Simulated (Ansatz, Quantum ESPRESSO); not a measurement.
# black phosphorene, 1 layer: the energy at a withheld member of a series

How the rows were computed: Quantum ESPRESSO 7.5, PBE, GBRV ultrasoft. Cell and atoms are first relaxed; each strained cell is then held and the atoms relax in it. A periodic run with 15 Å of vacuum in the starting cell gives the vacuum levels, and bands follow along a path. The series steps biaxial strain. Energies count from the lowest.

```tsv
biaxial strain	energy (eV)
-4 %	0.1400
-3 %	0.0773
-2 %	0.0340
-1 %	0.0087
0 %	0.0000
1 %	0.0067
2 %	0.0275
3 %	0.0614
```

**Question.** What is the energy at 4 %?

**Worked estimate.** The rows at 2 % and 3 % give a slope of (0.0614 − (0.0275))/(3 − (2)) = 0.0339, so a straight line gives 0.0953 eV. A parabola through these and the row at 1 % gives 0.1084 eV.

**Check.** 0.1072 eV. The line misses by −0.0119 and the parabola by +0.0012 eV. The parabola does better.

**Limits.** Semilocal gaps are too small; the 1×1 cell can't ripple over many cells under compression as a free sheet would. No spin-orbit coupling.

[Logs are printed without paths, hosts, clocks, repeated set-up lines and the standing remarks that a program may print on its own settings, such as how far it seeks lower states.]
